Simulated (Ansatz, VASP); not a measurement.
# WSe2: VASP beside Ansatz, part 2 of 2

Aim: how closely do two programs agree when they are given the same cell, functional and k mesh? The structure shown is the start of the Ansatz relaxation below; VASP solves that cell, so the two are compared at the walk's first step.

VASP 6.6.1 and Ansatz 0.2.0.

So far. Step 4 (Differences): The forces differ by 10 meV/Å r.m.s., which is 9.7 % of the r.m.s. force of 0.105 eV/Å (both taken over all components). With vacuum in the cell, a pressure given here is an average over mostly empty space and none of the material.

### 5. Ansatz: relaxation, PBEsol with D3(BJ)

Level of this step: Ansatz beside VASP: Kohn-Sham DFT, plane waves, PBEsol with D3(BJ) (Ansatz).

The two programs are compared at the cell with which this relaxation starts, whose forces are those of its first step. This pair takes another cell of the material, with 6 atoms against 3 for the pair before.

The structure compared here is the start of the Ansatz relaxation; VASP solves that cell, so the two are compared at the walk's first step.

Input file input.yaml:

```yaml
crystal:
  lattice:
    - [3.29, 0.0, 0.0]
    - [-1.645, 2.8492235785, 0.0]
    - [0.0, 0.0, 46.9]
  atoms:
    - { symbol: Se, position: [0.33333333, 0.66666667, 0.3951891265] }
    - { symbol: W, position: [0.66666667, 0.33333333, 0.4308635402] }
    - { symbol: Se, position: [0.33333333, 0.66666667, 0.4665379538] }
    - { symbol: Se, position: [0.66666667, 0.33333333, 0.5334620462] }
    - { symbol: W, position: [0.33333333, 0.66666667, 0.5691364598] }
    - { symbol: Se, position: [0.66666667, 0.33333333, 0.6048108735] }
  periodic: [true, true, false]
kpoints:
  mp_grid: { grid: [9, 9, 1] }
hamiltonian:
  xc: pbesol
  dispersion: d3bj
  pseudopotentials: { kind: paw, azcp: { folder: soft_1 }, xc_functional: pbe }
scf:
  occupations: { method: fermi_dirac, width: 0.02 }
relax:
  f_tol: 0.01
  max_steps: 100
  cell: {}
```

Launch:

```bash
$ ansatz run input.yaml --threads 2 --pin off --max-ram 92160MiB --backend cuda --events-out ev --progress --plain --runs-dir out --devices 1 --max-vram 13GiB
```

Numbers of over 12 decimals in the logs are rounded to 6 here.

What it wrote:

```text
GPUs: using 1 of 1 available (devices: 1).
[...]
GPU FFT provider: cuFFT
GPU libraries: cuBLAS 13.8.2, cuFFT 12.4.0, cuSOLVER 12.3.4
Crystal: 6 atoms, lattice volume = 439.638 Å³
Basis set: ecut = 420 eV, 8773 PW (Γ), exchange–correlation on 48×48×640 points (8 copies of the dense FFT grid, shifted against one another)
[...]
cell:  # Å, volume = 425.2286 Å³
    - [3.235635, 0, 0]
    - [-1.617817, 2.802142, 0]
    - [0, 0, 46.9]
  atoms:
    - { symbol: Se, position: [0.333333, 0.666667, 0.397957] }
    - { symbol: W, position: [0.666667, 0.333333, 0.433789] }
    - { symbol: Se, position: [0.333333, 0.666667, 0.469635] }
    - { symbol: Se, position: [0.666667, 0.333333, 0.530365] }
    - { symbol: W, position: [0.333333, 0.666667, 0.566211] }
    - { symbol: Se, position: [0.666667, 0.333333, 0.602043] }
[key lines of the parts left out:]
SCF converged after 9 iterations
Free energy (F): -42217.780445 eV
Fermi energy:    -4.269682 eV
P = ½ c Tr σ = 0.0004 N/m
```

### 6. VASP: single point, PBEsol with D3(BJ), start cell, pair 2

The same cell, functional, mesh and smearing now go to VASP, with its own data sets.

Input file INCAR:

```
SYSTEM = WSe2
PREC = Accurate
ENCUT = 520
EDIFF = 1E-06
NELM = 120
ISMEAR = -1
SIGMA = 0.02
LREAL = .FALSE.
ALGO = Normal
GGA = PS
IVDW = 12
NBANDS = 24
LASPH = .TRUE.
LORBIT = 11
LWAVE = .FALSE.
LCHARG = .FALSE.
ISIF = 2
LDIPOL = .TRUE.
IDIPOL = 3
DIPOL = 0.5 0.5 0.5
LVHAR = .TRUE.
GGA_COMPAT = .FALSE.
EFERMI = MIDGAP
NELMDL = -8
KPAR = 2
```

Input file POSCAR:

```
WSe2
1.0
    3.2900000000      0.0000000000      0.0000000000
   -1.6450000000      2.8492240000      0.0000000000
    0.0000000000      0.0000000000     46.9000000000
Se W
4 2
Direct
    0.3333332163      0.6666664327      0.3951891258
    0.3333332163      0.6666664327      0.4665379531
    0.6666666082      0.3333332163      0.5334620469
    0.6666666082      0.3333332163      0.6048108742
    0.6666666082      0.3333332163      0.4308635394
    0.3333332163      0.6666664327      0.5691364606
```

Input file KPOINTS:

```
Automatic mesh
0
Gamma
9 9 1
0 0 0
```

The projector-augmented-wave data sets are Se and W (PBE family, release 64).

Launch:

```bash
$ mpirun -np 2 vasp_std
```

What it wrote:

```text
[banner, memory and clock lines left out]
running    2 mpi-ranks, on    1 nodes
[...]
[... a notice as in an earlier step ...]

 LDA part: xc-table for (Slater+PW92), standard interpolation
 POSCAR, INCAR and KPOINTS ok, starting setup
[...]
entering main loop
       N       E                     dE             d eps       ncg     rms          rms(c)
DAV:   1     0.286887257393E+03    0.28689E+03   -0.11840E+04   592   0.109E+03
DAV:   2    -0.836531939808E+01   -0.29525E+03   -0.28474E+03   936   0.206E+02
DAV:   3    -0.476861279719E+02   -0.39321E+02   -0.39130E+02   776   0.887E+01
DAV:   4    -0.487014453313E+02   -0.10153E+01   -0.10083E+01   808   0.175E+01
[...]
DAV:  26    -0.466317366900E+02   -0.20655E-05   -0.52738E-08   392   0.710E-04    0.247E-04
DAV:  27    -0.466317378048E+02   -0.11149E-05   -0.31680E-08   360   0.536E-04    0.369E-04
DAV:  28    -0.466317380337E+02   -0.22887E-06   -0.68629E-09   328   0.324E-04
   1 F= -.48777240E+02 E0= -.48777240E+02  d E =-.115120E-15
```

From OUTCAR (step 6):

```text
 Edisp (eV)   -2.14550

  Total      -3.72435    -3.72435    -2.35594     0.00000     0.00000     0.00000
  in kB     -13.57269   -13.57269    -8.58578     0.00000     0.00000     0.00000
  external pressure =      -11.91 kB  Pullay stress =        0.00 kB

 POSITION                                       TOTAL-FORCE (eV/Angst)
 -----------------------------------------------------------------------------------
     -0.00000      1.89948     18.53437         0.000000     -0.000000      0.246608
     -0.00000      1.89948     21.88063        -0.000000      0.000000     -0.109536
      1.64500      0.94974     25.01937        -0.000000     -0.000000      0.109536
      1.64500      0.94974     28.36563        -0.000000      0.000000     -0.246608
      1.64500      0.94974     20.20750         0.000000      0.000000      0.038923
     -0.00000      1.89948     26.69250        -0.000000     -0.000000     -0.038923
 -----------------------------------------------------------------------------------
    total drift:                                0.000000      0.000739      0.000000

  FREE ENERGIE OF THE ION-ELECTRON SYSTEM (eV)
  ---------------------------------------------------
  free  energy   TOTEN  =       -48.7772403499 eV

  energy  without entropy=      -48.7772403499  energy(sigma->0) =      -48.77724035

[... 3 further parts left out ...]
[key lines of the parts left out:]
E-fermi :  -1.5484
```

### 7. Side by side

What differs besides the data sets and the points named for the pairs above, as far as they apply: the data sets hold 92 valence electrons in Ansatz (on its PAW soft_1 files) and 36 in VASP. Total energies have different zeros and are not compared.

Forces (eV/Å; atoms numbered as in POSCAR):

```csv
atom,"Ansatz x, y, z","VASP x, y, z"
Se1,"0.000, 0.000, 0.225","0.000, 0.000, 0.247"
Se2,"0.000, 0.000, -0.089","0.000, 0.000, -0.110"
Se3,"0.000, 0.000, 0.089","0.000, 0.000, 0.110"
Se4,"0.000, 0.000, -0.225","0.000, 0.000, -0.247"
W5,"0.000, 0.000, 0.040","0.000, 0.000, 0.039"
W6,"0.000, 0.000, -0.040","0.000, 0.000, -0.039"
```

The forces differ by 10.0 meV/Å r.m.s., which is 11.0 % of the r.m.s. force of 0.091 eV/Å (both taken over all components). With vacuum in the cell, a pressure given here is an average over mostly empty space and none of the material.

### 8. Ansatz: relaxation, PBEsol with D3(BJ)

The two programs are compared at the cell with which this relaxation starts, whose forces are those of its first step. This pair takes another cell of the material, with 9 atoms against 6 for the pair before.

The structure compared here is the start of the Ansatz relaxation; VASP solves that cell, so the two are compared at the walk's first step.

input.yaml, the sections that differ from step 5:

```yaml
crystal:
  lattice:
    - [3.29, 0.0, 0.0]
    - [-1.645, 2.8492235785, 0.0]
    - [0.0, 0.0, 59.8]
  atoms:
    - { symbol: Se, position: [0.33333333, 0.66666667, 0.3635764243] }
    - { symbol: W, position: [0.66666667, 0.33333333, 0.3915551863] }
    - { symbol: Se, position: [0.33333333, 0.66666667, 0.4195339483] }
    - { symbol: Se, position: [0.66666667, 0.33333333, 0.472021238] }
    - { symbol: W, position: [0.33333333, 0.66666667, 0.5] }
    - { symbol: Se, position: [0.66666667, 0.33333333, 0.527978762] }
    - { symbol: Se, position: [0.33333333, 0.66666667, 0.5804660517] }
    - { symbol: W, position: [0.66666667, 0.33333333, 0.6084448137] }
    - { symbol: Se, position: [0.33333333, 0.66666667, 0.6364235757] }
  periodic: [true, true, false]
# kpoints, hamiltonian, scf, relax: as in step 5
```

Launch:

```bash
$ ansatz run input.yaml --threads 2 --pin off --max-ram 92160MiB --backend cuda --events-out ev --progress --plain --runs-dir out --devices 1 --max-vram 13GiB
```

What it wrote:

```text
GPUs: using 1 of 1 available (devices: 1).
[...]
GPU FFT provider: cuFFT
GPU libraries: cuBLAS 13.8.2, cuFFT 12.4.0, cuSOLVER 12.3.4
Crystal: 9 atoms, lattice volume = 560.562 Å³
Basis set: ecut = 420 eV, 11191 PW (Γ), exchange–correlation on 48×48×800 points (8 copies of the dense FFT grid, shifted against one another)
[...]
- { symbol: W, position: [0.666667, 0.333333, 0.396147] }
    - { symbol: Se, position: [0.333333, 0.666667, 0.424276] }
    - { symbol: Se, position: [0.666667, 0.333333, 0.471906] }
    - { symbol: W, position: [0.333333, 0.666667, 0.500000] }
    - { symbol: Se, position: [0.666667, 0.333333, 0.528094] }
    - { symbol: Se, position: [0.333333, 0.666667, 0.575724] }
    - { symbol: W, position: [0.666667, 0.333333, 0.603853] }
    - { symbol: Se, position: [0.333333, 0.666667, 0.631970] }
[key lines of the parts left out:]
SCF converged after 9 iterations
Free energy (F): -63326.951457 eV
Fermi energy:    -4.270813 eV
P = ½ c Tr σ = -0.0012 N/m
```

### 9. VASP: single point, PBEsol with D3(BJ), start cell, pair 3

The same cell, functional, mesh and smearing now go to VASP, with its own data sets.

Changes to INCAR since step 6:

```diff
@@ -11,3 +11,3 @@
 IVDW = 12
-NBANDS = 24
+NBANDS = 36
 LASPH = .TRUE.
```

Input file POSCAR:

```
WSe2
1.0
    3.2900000000      0.0000000000      0.0000000000
   -1.6450000000      2.8492240000      0.0000000000
    0.0000000000      0.0000000000     59.8000000000
Se W
6 3
Direct
    0.3333332163      0.6666664327      0.3635764214
    0.3333332163      0.6666664327      0.4195339465
    0.6666666082      0.3333332163      0.4720212375
    0.6666666082      0.3333332163      0.5279787625
    0.3333332163      0.6666664327      0.5804660535
    0.3333332163      0.6666664327      0.6364235786
    0.6666666082      0.3333332163      0.3915551839
    0.3333332163      0.6666664327      0.5000000000
    0.6666666082      0.3333332163      0.6084448161
```

KPOINTS is that of step 6.

Launch:

```bash
$ mpirun -np 2 vasp_std
```

What it wrote:

```text
[banner, memory and clock lines left out]
running    2 mpi-ranks, on    1 nodes
[...]
[... a notice as in an earlier step ...]

 LDA part: xc-table for (Slater+PW92), standard interpolation
|                                                                             |
|           W    W    AA    RRRRR   N    N  II  N    N   GGGG   !!!           |
|           W    W   A  A   R    R  NN   N  II  NN   N  G    G  !!!           |
|           W    W  A    A  R    R  N N  N  II  N N  N  G       !!!           |
|           W WW W  AAAAAA  RRRRR   N  N N  II  N  N N  G  GGG   !            |
|           WW  WW  A    A  R   R   N   NN  II  N   NN  G    G                |
|           W    W  A    A  R    R  N    N  II  N    N   GGGG   !!!           |
|                                                                             |
|     One of the lattice vectors is very long (>50 A), but AMIN is rather     |
|     large. This can spoil convergence since charge sloshing might occur     |
|     along the long lattice vector. If problems with convergence are         |
|     observed, try to decrease AMIN to a smaller value (e.g. 0.01).          |
|     Note: This warning only applies if the self-consistency cycle is        |
|     used.                                                                   |
|                                                                             |

 POSCAR, INCAR and KPOINTS ok, starting setup
[...]
entering main loop
       N       E                     dE             d eps       ncg     rms          rms(c)
DAV:   1     0.421918102195E+03    0.42192E+03   -0.18458E+04   880   0.112E+03
DAV:   2    -0.126473180657E+02   -0.43457E+03   -0.41902E+03  1348   0.217E+02
DAV:   3    -0.712289720309E+02   -0.58582E+02   -0.58158E+02  1040   0.885E+01
DAV:   4    -0.730373021740E+02   -0.18083E+01   -0.17937E+01  1136   0.185E+01
[...]
DAV:  27    -0.699670640360E+02   -0.19125E-05   -0.24399E-08   564   0.383E-04    0.394E-04
DAV:  28    -0.699670659463E+02   -0.19104E-05   -0.40799E-08   592   0.604E-04    0.523E-04
DAV:  29    -0.699670662466E+02   -0.30026E-06   -0.78341E-09   528   0.340E-04
   1 F= -.73422927E+02 E0= -.73422927E+02  d E =-.863084E-14
```

OUTCAR, selected parts (step 9):

```text
 Edisp (eV)   -3.45586

  Total      -5.77835    -5.77835    -4.00940     0.00000     0.00000    -0.00000
  in kB     -16.51546   -16.51546   -11.45953     0.00000     0.00000    -0.00000
  external pressure =      -14.83 kB  Pullay stress =        0.00 kB

 POSITION                                       TOTAL-FORCE (eV/Angst)
 -----------------------------------------------------------------------------------
     -0.00000      1.89948     21.74187        -0.000000      0.000000      0.247128
     -0.00000      1.89948     25.08813         0.000000     -0.000000     -0.107589
      1.64500      0.94974     28.22687         0.000000      0.000000      0.134417
      1.64500      0.94974     31.57313         0.000000      0.000000     -0.134417
     -0.00000      1.89948     34.71187        -0.000000     -0.000000      0.107589
     -0.00000      1.89948     38.05813        -0.000000     -0.000000     -0.247128
      1.64500      0.94974     23.41500         0.000000      0.000000      0.040840
     -0.00000      1.89948     29.90000         0.000000      0.000000      0.000000
      1.64500      0.94974     36.38500         0.000000      0.000000     -0.040840
 -----------------------------------------------------------------------------------
    total drift:                               -0.000000      0.001226      0.000000

  FREE ENERGIE OF THE ION-ELECTRON SYSTEM (eV)
  ---------------------------------------------------
  free  energy   TOTEN  =       -73.4229268367 eV

  energy  without entropy=      -73.4229268367  energy(sigma->0) =      -73.42292684

[... 3 further parts left out ...]
[key lines of the parts left out:]
E-fermi :  -1.0545
```

### 10. Comparison

What differs besides the data sets and the points named for the pairs above, as far as they apply: the data sets hold 138 valence electrons in Ansatz (on its PAW soft_1 files) and 54 in VASP. Total energies have different zeros and are not compared.

Forces (eV/Å; atoms numbered as in POSCAR):

```csv
atom,"Ansatz x, y, z","VASP x, y, z"
Se1,"0.000, 0.000, 0.226","0.000, 0.000, 0.247"
Se2,"0.000, 0.000, -0.087","0.000, 0.000, -0.108"
Se3,"0.000, 0.000, 0.114","0.000, 0.000, 0.134"
Se4,"0.000, 0.000, -0.114","0.000, 0.000, -0.134"
Se5,"0.000, 0.000, 0.087","0.000, 0.000, 0.108"
Se6,"0.000, 0.000, -0.226","0.000, 0.000, -0.247"
W7,"0.000, 0.000, 0.041","0.000, 0.000, 0.041"
W8,"0.000, 0.000, 0.000","0.000, 0.000, 0.000"
W9,"0.000, 0.000, -0.041","0.000, 0.000, -0.041"
```

The forces differ by 9.9 meV/Å r.m.s., which is 12.0 % of the r.m.s. force of 0.083 eV/Å (both taken over all components). With vacuum in the cell, a pressure given here is an average over mostly empty space and none of the material.

### 11. What came out

```yaml
r_m_s_force_difference_single_point_pbesol_with_d3_bj_start_cell_pair_1: 10 meV/Å
r_m_s_force_difference_single_point_pbesol_with_d3_bj_start_cell_pair_2: 10 meV/Å
r_m_s_force_difference_single_point_pbesol_with_d3_bj_start_cell_pair_3: 9.9 meV/Å
```

In words: The r.m.s. force difference is 10 meV/Å (single point, PBEsol with D3(BJ), start cell, pair 1), within the 12 meV/Å picked in this series as the mark of a large difference. The data sets hold unlike numbers of valence electrons (46 in Ansatz and 18 in VASP, 92 in Ansatz and 36 in VASP and 138 in Ansatz and 54 in VASP), so part of the differences comes from the potentials. 3 further runs of this series are not shown here. How closely two codes agree says nothing of how well the functional describes the real material.

[Lines on the potential files, build, host, timing and source positions are cut from VASP's logs without a mark.]

[Logs are printed without paths, hosts, clocks, repeated set-up lines and the standing remarks that a program may print on its own settings, such as how far it seeks lower states.]

[Hosts, paths, dates, database ids (printed as entryN), source tags and the programs' standing remarks are cut or masked in the printed files.]
